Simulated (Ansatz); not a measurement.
The system is InSe.

```
CELL_PARAMETERS angstrom
5.82639 -2.05465 0.00000
5.82639 2.05465 0.00000
-1.72323 0.00000 4.77135
ATOMIC_POSITIONS crystal
In 0.88820 0.88820 0.04684
In 0.11180 0.11180 0.95316
Se 0.66093 0.66093 0.66896
Se 0.33907 0.33907 0.33104
```

The cell comes from a database or a generator and needn't be the stable form of this composition.

| Quantity | Value |
| --- | --- |
| Program | Ansatz 0.2.0 |
| Task | single point |
| Functional | PBE |
| Potentials or basis | all-electron LAPW, scalar-relativistic |
| Cutoff | 261 eV (chosen from the basis error) |
| Basis error allowed | 0.001 eV/atom |
| k mesh | 7 × 7 × 6 |
| Occupations | fermi-dirac, width 0.05 eV |
| Spin | no spin polarisation |

On this cell: pressure 1.5 GPa; largest force 0.241 eV/Å; band gap on the k mesh 1.14 eV, indirect (least direct gap 1.23 eV).

The same run follows on a disturbed copy (atoms moved at random, drawn with an rms of 0.05 Å):

```xyz
4
Lattice="5.8264 -2.0546 0.0000 5.8264 2.0546 0.0000 -1.7232 0.0000 4.7713" Properties=species:S:1:pos:R:3 pbc="T T T"
In   10.2844    0.0102    0.2306
In   -0.2896    0.0057    4.5293
Se    6.5227    0.0200    3.2066
Se    3.4136   -0.0220    1.6071
```

What changes?

The energy moves by +6.3 meV/atom; pressure 1.7 GPa; largest force 0.576 eV/Å; band gap on the k mesh 1.03 eV, indirect (least direct gap 1.16 eV).

Forces on the atoms (eV/Å):
```
In   0.229 -0.123 -0.070
In  -0.432  0.066  0.376
Se   0.351 -0.123 -0.425
Se  -0.148  0.179  0.119
```

Stress tensor (GPa, compression positive):
```
 1.12 -0.26 -0.50
-0.26  2.43  0.55
-0.50  0.55  1.65
```

Caveats: spin-orbit coupling is left out, which moves the levels of the heavy elements; an odd mesh through Γ misses points on the zone boundary, where band edges often lie.
